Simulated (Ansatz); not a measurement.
Write the native input for Ansatz 0.2.0 that does the following.

| Item | Value |
| --- | --- |
| Task | single point |
| Functional | BPBE |
| Dispersion | D4 |
| Potentials or basis | PseudoDojo standard (PBE files) |
| Cutoff | 626 eV |
| Density cutoff | 5633 eV |
| k mesh | 5 × 5 × 5 |
| Occupations | tetrahedron |
| Spin | spin-orbit coupling, no magnetisation |

The system is Rb.

```xyz
1
Lattice="-2.7623 2.7362 2.6857 2.8323 -2.8420 2.8616 2.8117 2.8914 -2.7915" Properties=species:S:1:pos:R:3 pbc="T T T"
Rb    0.0030   -0.0141   -0.0238
```

The cell isn't the ideal one: cell strained at random at fixed volume.

The input as run:

input.yaml

```yaml
crystal:
  lattice:
    - [-2.762273, 2.736197, 2.685728]
    - [2.83231, -2.84199, 2.861558]
    - [2.811656, 2.891373, -2.791521]
  atoms:
    - { symbol: Rb, position: [-0.006946, -0.003747, -0.001991] }
hamiltonian:
  xc: { exchange: b88, correlation: pbe }
  pseudopotentials: { kind: nc_fr, accuracy: standard }
  dispersion: d4
magnetization:
  noncollinear: true
  spin_orbit: true
kpoints:
  mp_grid: { grid: [5, 5, 5] }
scf:
  occupations: { method: tetrahedron }
  eigensolver: { kind: davidson }
output:
  forces: true
  stress: true
  write_density: true
  write_potential: true
  elf: true
  volumetric_format: npy
basis:
  ecutrho_ratio: 9
```

Potentials or basis: PseudoDojo standard (PBE files).

The run is started by

```sh
$ ansatz run input.yaml --threads 1 --pin off --max-ram 2560MiB --backend cpu --events-out ev --progress --plain --runs-dir out
```

Results of the run:

The pressure is 0.0 GPa and the band gap on the k mesh is none (metal or under the smearing width).

Caveat: the potentials were made for another functional, which shifts forces and pressure; pairwise dispersion overbinds metals, which lowers pressure and volume; with tetrahedron occupations forces and stress needn't match the slope of the energy; the dispersion damping was fitted for another functional or another form of the correction.

Run time: 41 s on 1 thread of Arm Neoverse V2, with other jobs on the host, peak memory 0.73 GiB.
